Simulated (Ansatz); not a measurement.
# SnO2 (Pnnm) in Ansatz: notebook

The runs below take SnO2 through relaxation of cell and atoms, with PBEsol, r2SCAN.

Program: Ansatz 0.2.0. These are calculated values, not measurements. Logs are shortened: lines on timing, memory, paths and dates and some standing lists are left out, and cuts for length are marked.

## Step 1: The crystal as given

Symmetry: Pnnm, No. 58, orthorhombic system. Conventional cell: a = 4.788 Å, b = 4.867 Å, c = 3.241 Å, α = 90.00°, β = 90.00°, γ = 90.00°. Sn (site symmetry 2/m) has 6 O at 2.09 to 2.10 Å as nearest neighbours. O (site symmetry m) is surrounded by 3 Sn at 2.09 to 2.10 Å.

The cell is a database's computed one.

## Step 2: Relaxation of cell and atoms, PBEsol

Input file input.yaml:

```yaml
crystal:
  lattice:
    - [4.788004, 0.0, 0.0]
    - [0.0, 4.866582, 0.0]
    - [0.0, 0.0, 3.240898]
  atoms:
    - { symbol: Sn, position: [0.0, 0.0, 0.0] }
    - { symbol: Sn, position: [0.5, 0.5, 0.5] }
    - { symbol: O, position: [0.708145, 0.678958, 0.0] }
    - { symbol: O, position: [0.208145, 0.821042, 0.5] }
    - { symbol: O, position: [0.791855, 0.178958, 0.5] }
    - { symbol: O, position: [0.291855, 0.321042, 0.0] }
hamiltonian:
  xc: pbesol
  pseudopotentials: { kind: paw }
kpoints:
  mp_grid: { grid: [6, 6, 8] }
scf:
  occupations: { method: fermi_dirac, width: 0.05 }
output:
  forces: true
  stress: true
  eigenvalues: true
relax:
  f_tol: 0.01
  max_steps: 40
  cell: { stress_tol: 0.05 }
```

Potentials or basis: Ansatz PAW.

Started as:

```sh
ansatz run input.yaml --threads 2 --pin off --max-ram 5632MiB --backend cpu --events-out ev --progress --plain --runs-dir out
```

The program printed:

```text
Warning: RAYON_NUM_THREADS=2 ignored (pool sized by the plan → 2); use --threads N
Engine: ansatz 0.2.0, x86_64-unknown-linux-gnu
Pseudopotentials: kind: paw
Pseudopotential: Sn, paw, valence charge 14, recommended cutoff 420 eV (normal), Sn.paw.azcp
Pseudopotential: O, paw, valence charge 6, recommended cutoff 420 eV (normal), O.paw.azcp
Functional definition: PBEsol
  exchange = pbesol_x
  correlation = pbesol_c
Crystal: 6 atoms, lattice volume = 75.517 Å³
Basis set: ecut = 420 eV, 1479 PW (Γ), exchange–correlation on 72×72×48 points (8 copies of the dense FFT grid, shifted against one another)
Bands: 32, of which v1, the nominal top of the filled ones, is band 26 counted from 1 (25 counted from 0)
Symmetry: 8 space group operations
Space group: Pnnm (ITA 58), of the structure as read, at distance tolerance 4.2e-5 Å
k-points: 80 of 288
Non-local potential: Sn, projectors of the file, l = 0: 2, l = 1: 2, l = 2: 2, l = 3: 2
Non-local potential: O, projectors of the file, l = 0: 2, l = 1: 2, l = 2: 1
PAW form: soft (Blöchl's): semilocal exchange-correlation on the pseudo side does not see the compensation charge
PAW frozen core: Sn, regenerated for the run's functional, and the local potential with it (the file was generated under x = pbe(κ = 0.804, μ = 0.2195149727645171), c = pbe(β = 0.06672455060314922))
PAW frozen core: O, regenerated for the run's functional, and the local potential with it (the file was generated under x = pbe(κ = 0.804, μ = 0.2195149727645171), c = pbe(β = 0.06672455060314922))
PAW one-centre angular grid: Sn, 590 points (default); XC on 64 Gauss nodes
PAW one-centre angular grid: O, 110 points (default); XC on 64 Gauss nodes
Initial density: superposition of atomic densities (neutral atoms: chi_scale 0, normalization atom), corrected by the library's trained network
Initial wavefunctions: pseudopotential atomic-orbital guess
Functional: x = pbesol(κ = 0.804, μ = 0.12345679012345678), c = pbesol(β = 0.046)
SCF iter   1: F=—  HF=-14143.048546 eV  |F-HF|=—  |Δ(HF+E_count)|=         —  Δρ=1.63e-2  dr2=1.61e-1  ethr=1.77e-3  ⟨swp⟩=6.0  Hψ=11249  notcnv=0  defer=6
preconditioner: auto → Resta (q_TF=auto, 2.564 Å⁻¹)  ε∞=3.6  [insulator: Δε(μ)=0.624 eV  Ē_g=19.041 eV  σ=0.050 eV  W_gap=0.99  n_scr=18 (ndim 8)  ℏωp=30.8 eV  f_vac=0.031  D(μ)=0.00/eV (n_scr^D=0)  ε∞_Penn≈3.6]
SCF iter   2: F=—  HF=-14143.003916 eV  |F-HF|=—  |Δ(HF+E_count)|=   4.46e-2  Δρ=2.62e-3  dr2=2.42e-3  ethr=3.10e-4  ⟨swp⟩=2.1  Hψ=4332  notcnv=0  defer=142
SCF iter   3: F=—  HF=-14143.003674 eV  |F-HF|=—  |Δ(HF+E_count)|=   2.42e-4  Δρ=1.19e-3  dr2=6.77e-4  ethr=4.66e-6  ⟨swp⟩=2.2  Hψ=4270  notcnv=0  defer=142
SCF iter   4: F=—  HF=-14143.003751 eV  |F-HF|=—  |Δ(HF+E_count)|=   7.71e-5  Δρ=3.50e-4  dr2=8.98e-5  ethr=1.30e-6  ⟨swp⟩=2.0  Hψ=3602  notcnv=0  defer=142
SCF iter   5: F=—  HF=-14143.003770 eV  |F-HF|=—  |Δ(HF+E_count)|=   1.84e-5  Δρ=5.30e-5  dr2=2.70e-6  ethr=1.73e-7  ⟨swp⟩=2.4  Hψ=4549  notcnv=0  defer=142
SCF iter   6: F=-14143.003772 eV  HF=-14143.003772 eV  |F-HF|=1.66e-8  |Δ(HF+E_count)|=   2.58e-6  Δρ=7.96e-6  dr2=5.82e-8  ethr=1.92e-10  ⟨swp⟩=8.8  Hψ=13287  notcnv=0
SCF 1 converged in 6 iterations: F = -14143.003772 eV  dr2 = 5.82e-8
relax step   1: F+E_penalty+E_count = -14143.00377228 eV  Δ(F+E_penalty+E_count) = +0.000e0 eV  max|allowed force component| = 1.170e-1 eV/Å  Δτ_max = 0.0000 Å  P = -6.325 GPa  Ω = 75.517 Å³  (6 SCF iters, dr2 threshold 1.00e-7 eV, accepted)
Crystal: 6 atoms, lattice volume = 73.055 Å³
Basis set: ecut = 420 eV, 1437 PW (Γ), exchange–correlation on 72×72×48 points (8 copies of the dense FFT grid, shifted against one another)
Initial density: handed on by an earlier stage of this run
Initial wavefunctions: those handed on with the density
iter 1 solved again at ethr=4.50e-5 eV; its pass at ethr=3.10e-3 eV (dr2=2.34e-2 eV) is discarded
SCF iter   1: F=—  HF=-14143.077400 eV  |F-HF|=—  |Δ(HF+E_count)|=         —  Δρ=6.56e-3  dr2=2.28e-2  ethr=4.50e-5  ⟨swp⟩=1.2  Hψ=13145  notcnv=0
preconditioner: auto → Resta (q_TF=auto, 2.578 Å⁻¹)  ε∞=3.6  [insulator: Δε(μ)=1.034 eV  Ē_g=19.407 eV  σ=0.050 eV  W_gap=1.00  n_scr=18 (ndim 8)  ℏωp=31.3 eV  f_vac=0.019  D(μ)=0.00/eV (n_scr^D=0)  ε∞_Penn≈3.6]
SCF iter   2: F=—  HF=-14143.071097 eV  |F-HF|=—  |Δ(HF+E_count)|=   6.30e-3  Δρ=2.10e-3  dr2=1.96e-3  ethr=4.39e-5  ⟨swp⟩=2.0  Hψ=3965  notcnv=0
SCF iter   3: F=—  HF=-14143.070804 eV  |F-HF|=—  |Δ(HF+E_count)|=   2.93e-4  Δρ=9.61e-4  dr2=5.54e-4  ethr=3.78e-6  ⟨swp⟩=2.0  Hψ=3632  notcnv=0
SCF iter   4: F=—  HF=-14143.070738 eV  |F-HF|=—  |Δ(HF+E_count)|=   6.61e-5  Δρ=1.56e-4  dr2=2.45e-5  ethr=1.07e-6  ⟨swp⟩=2.0  Hψ=4446  notcnv=0
SCF iter   5: F=—  HF=-14143.070745 eV  |F-HF|=—  |Δ(HF+E_count)|=   7.31e-6  Δρ=5.47e-5  dr2=1.57e-6  ethr=4.72e-8  ⟨swp⟩=3.0  Hψ=4741  notcnv=0
SCF iter   6: F=-14143.070747 eV  HF=-14143.070747 eV  |F-HF|=3.98e-8  |Δ(HF+E_count)|=   1.48e-6  Δρ=7.01e-6  dr2=3.51e-8  ethr=1.15e-9  ⟨swp⟩=6.2  Hψ=10152  notcnv=0
[... 63 lines left out ...]
SCF 8 converged in 4 iterations: F = -14143.068401 eV  dr2 = 6.91e-8
relax step   8: F+E_penalty+E_count = -14143.06840117 eV  Δ(F+E_penalty+E_count) = -5.857e-4 eV  max|allowed force component| = 5.367e-4 eV/Å  Δτ_max = 0.0015 Å  P = +0.002 GPa  Ω = 73.059 Å³  energy of the carried Pulay correction = +4.983e-4 eV  (4 SCF iters, dr2 threshold 2.18e-7 eV, accepted)
iter 1 solved again at ethr=2.09e-8 eV; its pass at ethr=3.10e-3 eV (dr2=1.09e-5 eV) is discarded
SCF iter   1: F=—  HF=-14143.067762 eV  |F-HF|=—  |Δ(HF+E_count)|=         —  Δρ=2.12e-5  dr2=1.10e-7  ethr=2.09e-8  ⟨swp⟩=3.7  Hψ=18785  notcnv=0
preconditioner: auto → Resta (q_TF=auto, 2.578 Å⁻¹)  ε∞=3.6  [insulator: Δε(μ)=0.919 eV  Ē_g=19.397 eV  σ=0.050 eV  W_gap=1.00  n_scr=18 (ndim 8)  ℏωp=31.3 eV  f_vac=0.025  D(μ)=0.00/eV (n_scr^D=0)  ε∞_Penn≈3.6]
SCF iter   2: F=—  HF=-14143.067719 eV  |F-HF|=—  |Δ(HF+E_count)|=   4.26e-5  Δρ=1.02e-5  dr2=3.95e-8  ethr=2.11e-10  ⟨swp⟩=2.1  Hψ=3851  notcnv=0
SCF iter   3: F=—  HF=-14143.067719 eV  |F-HF|=—  |Δ(HF+E_count)|=   2.92e-8  Δρ=4.23e-6  dr2=8.97e-9  ethr=7.59e-11  ⟨swp⟩=2.2  Hψ=3357  notcnv=0
SCF iter   4: F=—  HF=-14143.067719 eV  |F-HF|=—  |Δ(HF+E_count)|=   5.57e-9  Δρ=9.45e-7  dr2=4.09e-10  ethr=1.73e-11  ⟨swp⟩=2.1  Hψ=3470  notcnv=0
SCF iter   5: F=-14143.067719 eV  HF=-14143.067719 eV  |F-HF|=1.09e-11  |Δ(HF+E_count)|=  4.04e-10  Δρ=1.71e-7  dr2=1.04e-11  ethr=1.00e-12  ⟨swp⟩=4.0  Hψ=10420  notcnv=0
SCF 9 converged in 5 iterations: F = -14143.067719 eV  dr2 = 1.04e-11
relax step   9: F+E_penalty+E_count = -14143.06771922 eV  Δ(F+E_penalty+E_count) = +6.819e-4 eV  max|allowed force component| = 5.920e-4 eV/Å  Δτ_max = 0.0000 Å  P = -0.005 GPa  Ω = 73.059 Å³  stress off target by 1.61e-2 GPa  SCF on the basis re-selected at this cell (its energy is not comparable with the rows above)  (5 SCF iters)
basis re-selected at this cell: Δ(F+E_penalty+E_count) = +6.819e-4 eV, ΔP = -0.006 GPa vs the last step (what re-selecting the basis moved, of the pressure what is left beyond the Pulay correction that the steps carried, after the strain that the cell walked since its last selection, with what the two solves' SCF thresholds leave and, on support functions, any second-order correction that the steps lacked; it is no measure of the basis error at this ecutwfc). This SCF's stress stands 1.61e-2 GPa from its target on what of the cell is left free (relax.cell.stress_tol is 5.00e-2 GPa) and its largest allowed force component is 5.92e-4 eV/Å (relax.f_tol is 1.00e-2 eV/Å): within both
SCF converged after 5 iterations
Free energy (F): -14143.067719 eV
Harris-Foulkes:  -14143.067719 eV  (|F-HF|=1.09e-11)
Internal energy: -14143.067718 eV  (E = F + TS)
E sigma→0 (E₀):  -14143.067719 eV
Entropy (-TS):   -0.000001 eV (-0.000 meV/atom)
Fermi energy:    9.557230 eV
--- Per-component energies (eV) ---
  E_band       = -136.450639
  E_kinetic    = 1079.343085
  E_local      = -2895.113649  (includes V_loc(G=0)·N_el)
  E_nonlocal   = 139.010024
  E_hartree    = 1495.067683
  E_xc         = -1043.553454
  E_vxc        = -561.539224  (∫ρ·V_xc dr)
  E_paw        = -8763.190129  (= ΣΔE_a)
  E_vpaw       = -888.296107  (= ΣTr[D̂ρ^β])
  E_aug_tail   = 0.009918  (compensation charges beyond the density's cutoff)
  E_ewald      = -4155.352028
  E_core_change = 0.710831  (= ΣΔE_core)
  E_smearing   = -0.000001  (= −TS)
  E_closure    = -0.000000  (closes the sum)
  Σ components = -14143.067719   (vs F -14143.067719, Δ=0.00e0)
--- Forces (eV/Å), atoms counted from 1 ---
  atom   1  Sn     0.00000000     0.00000000     0.00000000
  atom   2  Sn     0.00000000     0.00000000     0.00000000
  atom   3  O      0.00040002     0.00059205     0.00000000
  atom   4  O      0.00040002    -0.00059205     0.00000000
  atom   5  O     -0.00040002     0.00059205     0.00000000
  atom   6  O     -0.00040002    -0.00059205     0.00000000
  max |Σ_I F_I| component: 0.00e0 eV/Å
--- Stress (GPa, compression-positive) ---
        0.002323       0.000000       0.000000
        0.000000      -0.016105       0.000000
        0.000000       0.000000       0.000105
  P = ⅓ Tr σ = -0.0046 GPa (-0.046 kbar)
--- Band table (eV; the first three rows and the last of 80) ---
  k-point 0: bands = ["-11.9419", "-11.2021", "-10.9521", "-10.9313", "-10.9313", "-10.8535", "-10.8073", "-10.7240", "-10.6965", "-10.6964", "-9.7090", "-7.8805", "-7.8799", "-6.1541", "0.9303", "5.0259", "5.0279", "5.1380", "5.9989", "7.0572", "7.1243", "7.8218", "7.8223", "8.3129", "8.3140", "9.0865", "10.0051", "14.9457", "15.1378", "15.1398", "19.2286", "19.2875"]
  k-point 1: bands = ["-11.8707", "-11.1188", "-11.0701", "-11.0701", "-10.9250", "-10.8659", "-10.8014", "-10.7245", "-10.7160", "-10.7159", "-9.6245", "-7.6488", "-7.6483", "-6.2678", "0.9199", "5.0070", "5.1676", "5.1694", "6.0314", "6.1016", "6.9961", "7.2534", "7.2537", "8.3426", "8.3437", "8.9576", "11.0004", "15.2548", "15.7848", "15.7869", "18.2442", "20.2400"]
  k-point 2: bands = ["-11.6839", "-11.3567", "-11.3567", "-10.9927", "-10.8541", "-10.8528", "-10.7858", "-10.7535", "-10.7535", "-10.7270", "-9.3322", "-7.1346", "-7.1341", "-6.6265", "0.9500", "4.4216", "4.8327", "5.5044", "5.5051", "6.2477", "6.2485", "6.4007", "6.5298", "8.2425", "8.2436", "8.5927", "12.6076", "15.7042", "17.2047", "17.2067", "17.6334", "20.5015"]
  k-point 79: bands = ["-11.6962", "-11.6962", "-11.2450", "-11.2450", "-10.8047", "-10.8047", "-10.7411", "-10.7411", "-10.7001", "-10.7001", "-7.8363", "-7.8363", "-6.5324", "-6.5324", "1.0907", "1.0907", "4.0869", "4.0869", "6.5083", "6.5083", "6.6459", "6.6459", "8.1297", "8.1297", "8.2670", "8.2670", "13.6444", "13.6444", "17.7100", "17.7100", "19.7830", "19.7830"]
--- Relaxed structure (7 steps of the walk, 7 accepted, 2 SCFs on fresh bases) ---
  F+E_penalty+E_count = -14143.06771922 eV   max|allowed force component| = 5.920e-4 eV/Å   (the final SCF, on the basis selected at the relaxed cell)
  cell:  # Å, volume = 73.0593 Å³
    - [4.768514310718162, 0.0, 0.0]
    - [0.0, 4.769985720417961, 0.0]
    - [0.0, 0.0, 3.2119984766023686]
  atoms:
    - { symbol: Sn, position: [-2.4153745847285656e-19, -1.1881874355737469e-19, 0.0] }
    - { symbol: Sn, position: [0.5, 0.49999999999999994, 0.49999999999999994] }
    - { symbol: O, position: [0.6937996886534046, 0.6936365173856672, 0.0] }
    - { symbol: O, position: [0.19379968865340472, 0.8063634826143324, 0.49999999999999994] }
    - { symbol: O, position: [0.8062003113465953, 0.1936365173856673, 0.49999999999999994] }
    - { symbol: O, position: [0.3062003113465953, 0.3063634826143326, 0.0] }
```

Run time: 49 s. Hardware: 2 threads of Intel Xeon at 2.70GHz, shared host; peak memory 0.49 GiB.

Results:

```
Free energy                            : -14143.0677 eV
Relaxed volume                         : 12.18 Å³/atom
Relaxed cell                           : a = 4.769 Å, b = 4.770 Å, c = 3.212 Å, α = 90.00°, β = 90.00°, γ = 90.00°
Space group after relaxing (to 0.05 Å) : P4_2/mnm (No. 136)
Energy gained by relaxing              : 10.7 meV/atom
Ionic steps                            : 9
Pressure after relaxing                : 0.0 GPa
Band gap on the k mesh                 : 0.92 eV, direct
```

The path:
```
step  energy change (eV)  largest force (eV/Å)  volume (Å³)
   1              0.0000                0.1175        75.52
   2             -0.0670                0.0693        73.05
   3             -0.0706                0.0379        73.07
   4             -0.0746                0.0068        73.15
   5             -0.0747                0.0033        73.16
   6             -0.0748                0.0002        73.15
   7             -0.0640                0.0007        73.15
   8             -0.0646                0.0007        73.06
   9             -0.0639                0.0007        73.06
```

Final structure:
```xyz
6
Lattice="4.7685 0.0000 0.0000 0.0000 4.7700 0.0000 0.0000 0.0000 3.2120" Properties=species:S:1:pos:R:3 pbc="T T T"
Sn    0.0000    0.0000    0.0000
Sn    2.3843    2.3850    1.6060
O     3.3084    3.3086    0.0000
O     0.9241    3.8463    1.6060
O     3.8444    0.9236    1.6060
O     1.4601    1.4613    0.0000
```

Caveat: the plane-wave basis is chosen anew once the cell has moved, so the energies of steps on either side of that aren't comparable; the pressure holds a Pulay correction of +0.9 GPa for the finite cutoff; spin-orbit coupling is left out, which moves the levels of the heavy elements; the PAW data sets come from PBE, with cores solved anew for the run's functional, which leaves a small shift of forces and pressure. PBEsol gaps usually lie below the measured ones, often by a third to a half.

## Step 3: Relaxation of cell and atoms, r2SCAN

Changes to input.yaml since step 2:

```diff
@@ -13,3 +13,3 @@
 hamiltonian:
-  xc: pbesol
+  xc: r2scan
   pseudopotentials: { kind: paw }
```

Potentials or basis: Ansatz PAW.

Started as:

```sh
ansatz run input.yaml --threads 2 --pin off --max-ram 5632MiB --backend cpu --events-out ev --progress --plain --runs-dir out
```

It took 66 s on 2 threads of Intel Xeon at 2.70GHz, shared host; peak memory 0.66 GiB.

The run converged. Its results:

```yaml
Free_energy: -14352.4280 eV
Relaxed_volume: 12.09 Å³/atom
Relaxed_cell: a = 4.760 Å, b = 4.760 Å, c = 3.201 Å, α = 90.00°, β = 90.00°, γ = 90.00°
Space_group_after_relaxing_to_0.05_Å: P4_2/mnm (No. 136)
Energy_gained_by_relaxing: 16.4 meV/atom
Ionic_steps: 6
Pressure_after_relaxing: 0.0 GPa
Band_gap_on_the_k_mesh: 1.77 eV, direct
```

Step by step:
| step | energy change (eV) | largest force (eV/Å) | volume (Å³) |
| --- | --- | --- | --- |
| 1 | 0.0000 | 0.1331 | 75.52 |
| 2 | -0.0898 | 0.0699 | 72.36 |
| 3 | -0.0949 | 0.0647 | 72.44 |
| 4 | -0.0995 | 0.0598 | 72.48 |
| 5 | -0.0999 | 0.0009 | 72.51 |
| 6 | -0.0984 | 0.0008 | 72.51 |

Final structure:
```yaml
crystal:
  lattice:
    - [4.75961, 0.00000, 0.00000]
    - [0.00000, 4.75976, 0.00000]
    - [0.00000, 0.00000, 3.20073]
  atoms:
    - { symbol: Sn, position: [0.00000, 0.00000, 0.00000] }
    - { symbol: Sn, position: [0.50000, 0.50000, 0.50000] }
    - { symbol: O, position: [0.69423, 0.69395, 0.00000] }
    - { symbol: O, position: [0.19423, 0.80605, 0.50000] }
    - { symbol: O, position: [0.80577, 0.19395, 0.50000] }
    - { symbol: O, position: [0.30577, 0.30605, 0.00000] }
```

Levels at points of the mesh, in eV from the valence-band top:
| k point | band 24 | band 25 | band 26 | band 27 | band 28 | band 29 |
| --- | --- | --- | --- | --- | --- | --- |
| (0.00, 0.00, 0.00) | -0.77 | -0.77 | 0.00 | 1.77 | 6.82 | 7.05 |
| (0.00, 0.00, -0.50) | -1.66 | -1.26 | -1.26 | 6.86 | 6.86 | 10.53 |
| (0.00, -0.50, 0.00) | -1.16 | -0.62 | -0.62 | 4.99 | 4.99 | 7.81 |
| (0.00, -0.50, -0.50) | -1.10 | -0.67 | -0.67 | 7.13 | 7.13 | 8.84 |
| (-0.50, 0.00, 0.00) | -1.16 | -0.62 | -0.62 | 4.99 | 4.99 | 7.81 |
| (-0.50, 0.00, -0.50) | -1.10 | -0.68 | -0.68 | 7.13 | 7.13 | 8.84 |
| (-0.50, -0.50, 0.00) | -1.28 | -0.92 | -0.92 | 5.43 | 5.43 | 8.21 |
| (-0.50, -0.50, -0.50) | -0.95 | -0.85 | -0.85 | 5.51 | 5.51 | 9.65 |

Caveat: the plane-wave basis is chosen anew once the cell has moved, so the energies of steps on either side of that aren't comparable; spin-orbit coupling is left out, which moves the levels of the heavy elements; the PAW data sets come from PBE, with cores solved anew for the run's functional, which leaves a small shift of forces and pressure.
